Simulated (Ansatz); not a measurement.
Born–Oppenheimer molecular dynamics of a periodic cell of 12 atoms, TiO2 (start crystal TiO2, start structure C2/m, volume 1 times the crystal's). It starts from an unrelaxed structure (largest force component 0.23 eV/Å).

Theory: DFT r2SCAN-D3(BJ), scalar-relativistic, plane waves, PAW in Ansatz 0.2.0. Settings: PAW set soft_1, cutoff 500 eV, k mesh 5x5x3, fermi-dirac smearing 0.36 eV, no spin polarisation.

```json
{
  "ensemble": "NVT, Langevin thermostat",
  "time step": "0.75 fs",
  "steps asked": "70",
  "set temperature": "4200 K",
  "friction": "0.02 /fs",
  "seed": "244960"
}
```

Frames 1.5 fs apart, positions in Å, forces in eV/Å.

Velocities at 22.5 fs (Å/ps):

```
Ti 2.45 14.63 -7.75
Ti 0.56 -4.88 -3.19
Ti -8.03 -7.51 3.85
Ti -2.90 1.19 -4.62
O -20.98 3.69 15.47
O 3.89 -23.65 -26.14
O -0.89 -13.70 2.10
O -1.00 12.28 -6.10
O 0.81 6.17 -12.77
O -2.92 16.38 6.76
O -10.87 -24.67 -13.92
O 11.97 10.17 -5.55
```

```xyz
12
Lattice="6.1536 -1.8835 0.0000 6.1536 1.8835 0.0000 -1.9283 0.0000 6.3290" Properties=species:S:1:pos:R:3:forces:R:3 time_fs=22.5 energy_less_start_eV=3.035 T=2937
Ti 8.475 0.134 4.343 2.07 -0.59 2.93
Ti -0.140 -0.277 4.603 -1.86 1.57 1.12
Ti 1.651 -0.076 1.960 1.84 -0.19 -4.52
Ti 10.460 0.103 1.721 -0.84 0.27 -2.11
O -0.119 -0.164 2.342 -0.22 -0.01 -0.09
O 6.386 -0.177 4.332 1.07 1.27 0.34
O 1.894 -0.167 0.083 -0.82 0.04 -1.14
O 10.347 0.027 4.338 -0.34 -0.50 -2.05
O 8.485 -0.160 1.811 -1.56 2.14 2.23
O 8.809 0.325 6.146 -1.63 -0.75 0.28
O 1.900 0.145 3.805 0.81 -2.31 2.54
O 3.803 -0.015 1.921 1.47 -0.93 0.46
12
Lattice="6.1536 -1.8835 0.0000 6.1536 1.8835 0.0000 -1.9283 0.0000 6.3290" Properties=species:S:1:pos:R:3:forces:R:3 time_fs=24 energy_less_start_eV=3.182 T=2734
Ti 8.479 0.155 4.333 2.07 -1.07 3.14
Ti -0.143 -0.285 4.601 -1.87 1.31 1.11
Ti 1.639 -0.086 1.966 1.58 -0.07 -4.95
Ti 10.458 0.105 1.714 -0.89 0.34 -2.12
O -0.150 -0.154 2.368 0.57 -0.10 -0.27
O 6.390 -0.211 4.292 1.13 1.72 0.64
O 1.896 -0.182 0.088 -0.88 0.08 -1.38
O 10.348 0.036 4.324 -0.58 -0.55 -1.79
O 8.489 -0.149 1.794 -1.81 1.83 2.44
O 8.806 0.346 6.164 -1.53 -0.82 -0.33
O 1.887 0.107 3.787 1.11 -1.78 2.97
O 3.827 -0.001 1.913 1.10 -0.88 0.54
12
Lattice="6.1536 -1.8835 0.0000 6.1536 1.8835 0.0000 -1.9283 0.0000 6.3290" Properties=species:S:1:pos:R:3:forces:R:3 time_fs=25.5 energy_less_start_eV=3.383 T=2429
Ti 8.487 0.171 4.326 2.00 -1.53 3.33
Ti -0.148 -0.292 4.602 -1.82 1.11 1.01
Ti 1.626 -0.093 1.972 1.21 0.04 -5.36
Ti 10.451 0.107 1.708 -0.90 0.36 -2.10
O -0.184 -0.143 2.392 1.41 -0.20 -0.44
O 6.394 -0.241 4.253 1.17 2.08 0.96
O 1.900 -0.188 0.093 -0.94 0.10 -1.57
O 10.347 0.030 4.308 -0.81 -0.51 -1.49
O 8.486 -0.136 1.780 -1.96 1.51 2.62
O 8.803 0.362 6.186 -1.41 -0.86 -0.94
O 1.873 0.071 3.771 1.38 -1.30 3.35
O 3.857 0.014 1.906 0.67 -0.79 0.63
12
Lattice="6.1536 -1.8835 0.0000 6.1536 1.8835 0.0000 -1.9283 0.0000 6.3290" Properties=species:S:1:pos:R:3:forces:R:3 time_fs=27 energy_less_start_eV=3.613 T=2451
Ti 8.493 0.184 4.318 1.90 -2.02 3.47
Ti -0.154 -0.300 4.602 -1.77 0.97 0.88
Ti 1.617 -0.098 1.972 0.77 0.15 -5.63
Ti 10.443 0.106 1.705 -0.90 0.34 -2.12
O -0.220 -0.132 2.417 2.16 -0.32 -0.63
O 6.396 -0.266 4.214 1.18 2.33 1.30
O 1.904 -0.196 0.100 -1.01 0.14 -1.81
O 10.344 0.023 4.288 -0.95 -0.49 -1.22
O 8.471 -0.124 1.773 -1.90 1.20 2.74
O 8.804 0.376 6.201 -1.32 -0.91 -1.37
O 1.855 0.030 3.756 1.59 -0.76 3.68
O 3.880 0.020 1.900 0.26 -0.63 0.71
12
Lattice="6.1536 -1.8835 0.0000 6.1536 1.8835 0.0000 -1.9283 0.0000 6.3290" Properties=species:S:1:pos:R:3:forces:R:3 time_fs=28.5 energy_less_start_eV=3.826 T=2837
Ti 8.504 0.200 4.308 1.72 -2.65 3.66
Ti -0.160 -0.305 4.599 -1.70 0.83 0.68
Ti 1.609 -0.105 1.968 0.33 0.29 -5.63
Ti 10.431 0.104 1.700 -0.77 0.29 -2.16
O -0.255 -0.124 2.446 2.83 -0.43 -0.90
O 6.395 -0.288 4.178 1.18 2.52 1.62
O 1.907 -0.205 0.101 -1.07 0.20 -1.80
O 10.334 0.025 4.272 -0.93 -0.49 -0.99
O 8.455 -0.110 1.779 -1.80 0.84 2.78
O 8.800 0.388 6.212 -1.23 -0.97 -1.65
O 1.836 -0.012 3.751 1.65 -0.06 3.59
O 3.911 0.020 1.891 -0.22 -0.38 0.79
12
Lattice="6.1536 -1.8835 0.0000 6.1536 1.8835 0.0000 -1.9283 0.0000 6.3290" Properties=species:S:1:pos:R:3:forces:R:3 time_fs=30 energy_less_start_eV=4.087 T=2913
Ti 8.513 0.212 4.301 1.57 -3.36 3.78
Ti -0.166 -0.310 4.598 -1.67 0.73 0.39
Ti 1.601 -0.114 1.958 -0.05 0.46 -5.38
Ti 10.420 0.105 1.691 -0.63 0.15 -2.02
O -0.285 -0.113 2.473 3.28 -0.58 -1.15
O 6.393 -0.313 4.144 1.17 2.72 1.97
O 1.913 -0.214 0.102 -1.12 0.29 -1.84
O 10.320 0.035 4.262 -0.75 -0.52 -0.77
O 8.434 -0.087 1.790 -1.59 0.36 2.77
O 8.797 0.400 6.232 -1.09 -1.03 -2.04
O 1.822 -0.057 3.746 1.57 0.79 3.37
O 3.946 0.018 1.876 -0.69 -0.01 0.92
12
Lattice="6.1536 -1.8835 0.0000 6.1536 1.8835 0.0000 -1.9283 0.0000 6.3290" Properties=species:S:1:pos:R:3:forces:R:3 time_fs=31.5 energy_less_start_eV=4.354 T=2613
Ti 8.517 0.220 4.298 1.48 -4.19 3.96
Ti -0.174 -0.316 4.598 -1.66 0.68 0.07
Ti 1.594 -0.126 1.942 -0.32 0.68 -4.84
Ti 10.410 0.106 1.682 -0.53 0.03 -1.94
O -0.311 -0.094 2.494 3.60 -0.79 -1.36
O 6.388 -0.335 4.115 1.19 2.85 2.28
O 1.919 -0.225 0.102 -1.17 0.40 -1.80
O 10.307 0.042 4.264 -0.47 -0.57 -0.68
O 8.411 -0.062 1.805 -1.31 -0.15 2.70
O 8.796 0.413 6.243 -1.02 -1.11 -2.22
O 1.813 -0.102 3.749 1.28 1.83 2.77
O 3.974 0.017 1.853 -1.06 0.35 1.06
12
Lattice="6.1536 -1.8835 0.0000 6.1536 1.8835 0.0000 -1.9283 0.0000 6.3290" Properties=species:S:1:pos:R:3:forces:R:3 time_fs=33 energy_less_start_eV=4.603 T=2444
Ti 8.519 0.230 4.295 1.43 -5.40 4.26
Ti -0.183 -0.325 4.598 -1.63 0.68 -0.29
Ti 1.585 -0.138 1.925 -0.49 0.91 -4.21
Ti 10.402 0.106 1.674 -0.43 -0.03 -1.95
O -0.331 -0.080 2.509 3.74 -0.95 -1.58
O 6.385 -0.354 4.092 1.20 2.90 2.53
O 1.929 -0.228 0.092 -1.22 0.47 -1.54
O 10.291 0.044 4.265 0.00 -0.62 -0.65
O 8.385 -0.034 1.830 -0.97 -0.66 2.49
O 8.796 0.423 6.245 -0.99 -1.18 -2.13
O 1.817 -0.146 3.755 0.69 3.32 1.91
O 3.992 0.022 1.827 -1.32 0.57 1.17
12
Lattice="6.1536 -1.8835 0.0000 6.1536 1.8835 0.0000 -1.9283 0.0000 6.3290" Properties=species:S:1:pos:R:3:forces:R:3 time_fs=34.5 energy_less_start_eV=4.885 T=1939
Ti 8.522 0.237 4.294 1.42 -6.90 4.67
Ti -0.192 -0.334 4.595 -1.65 0.69 -0.62
Ti 1.574 -0.147 1.908 -0.60 1.13 -3.63
Ti 10.396 0.109 1.665 -0.39 -0.02 -1.89
O -0.347 -0.074 2.522 3.82 -1.02 -1.78
O 6.377 -0.365 4.074 1.24 2.83 2.69
O 1.932 -0.225 0.076 -1.24 0.47 -1.17
O 10.273 0.044 4.264 0.61 -0.67 -0.63
O 8.358 -0.010 1.853 -0.63 -1.10 2.19
O 8.794 0.438 6.246 -0.94 -1.26 -1.96
O 1.830 -0.188 3.761 -0.12 5.23 0.91
O 4.010 0.034 1.805 -1.53 0.63 1.22
12
Lattice="6.1536 -1.8835 0.0000 6.1536 1.8835 0.0000 -1.9283 0.0000 6.3290" Properties=species:S:1:pos:R:3:forces:R:3 time_fs=36 energy_less_start_eV=5.108 T=2321
Ti 8.526 0.238 4.298 1.19 -8.09 4.99
Ti -0.202 -0.343 4.593 -1.62 0.67 -1.02
Ti 1.561 -0.159 1.890 -0.69 1.32 -2.99
Ti 10.390 0.118 1.656 -0.32 -0.06 -1.80
O -0.359 -0.071 2.530 3.79 -1.05 -1.94
O 6.367 -0.367 4.062 1.25 2.69 2.81
O 1.922 -0.225 0.056 -1.18 0.46 -0.69
O 10.254 0.041 4.272 1.33 -0.72 -0.70
O 8.331 0.005 1.874 -0.30 -1.43 1.86
O 8.795 0.457 6.246 -0.91 -1.34 -1.80
O 1.850 -0.218 3.767 -0.84 6.85 0.01
O 4.022 0.046 1.783 -1.70 0.69 1.28
12
Lattice="6.1536 -1.8835 0.0000 6.1536 1.8835 0.0000 -1.9283 0.0000 6.3290" Properties=species:S:1:pos:R:3:forces:R:3 time_fs=37.5 energy_less_start_eV=5.243 T=2740
Ti 8.530 0.231 4.303 0.54 -8.65 5.10
Ti -0.214 -0.353 4.588 -1.49 0.63 -1.43
Ti 1.544 -0.168 1.872 -0.75 1.50 -2.33
Ti 10.384 0.135 1.647 -0.32 -0.09 -1.85
O -0.373 -0.068 2.534 3.80 -1.03 -1.99
O 6.362 -0.366 4.055 1.19 2.55 2.85
O 1.902 -0.233 0.031 -1.08 0.49 -0.10
O 10.232 0.035 4.292 2.22 -0.81 -0.87
O 8.303 0.019 1.892 0.02 -1.74 1.53
O 8.798 0.472 6.242 -0.94 -1.40 -1.51
O 1.874 -0.236 3.775 -1.33 7.85 -0.72
O 4.036 0.063 1.761 -1.85 0.70 1.31
12
Lattice="6.1536 -1.8835 0.0000 6.1536 1.8835 0.0000 -1.9283 0.0000 6.3290" Properties=species:S:1:pos:R:3:forces:R:3 time_fs=39 energy_less_start_eV=5.332 T=3214
Ti 8.534 0.218 4.312 -0.20 -8.81 5.03
Ti -0.228 -0.363 4.579 -1.31 0.54 -1.89
Ti 1.523 -0.173 1.852 -0.76 1.63 -1.69
Ti 10.382 0.150 1.638 -0.40 -0.10 -1.90
O -0.388 -0.061 2.534 3.93 -0.99 -2.00
O 6.355 -0.358 4.056 1.12 2.34 2.81
O 1.881 -0.249 -0.002 -0.96 0.53 0.75
O 10.216 0.030 4.303 2.99 -0.89 -1.02
O 8.274 0.034 1.918 0.31 -2.05 1.13
O 8.812 0.483 6.235 -1.00 -1.43 -1.19
O 1.896 -0.251 3.786 -1.69 8.52 -1.31
O 4.057 0.080 1.740 -2.01 0.70 1.28
```

Of the whole run (52 fs, mean temperature of the second half 3591 K): The mean temperature of the second half is 15 % below the set value. A run of 0.052 ps of so small a system gives no equilibrium averages.

Time of the run: 20 min on 4 threads of Arm Neoverse V2, on a shared host, peak memory 1.3 GiB.
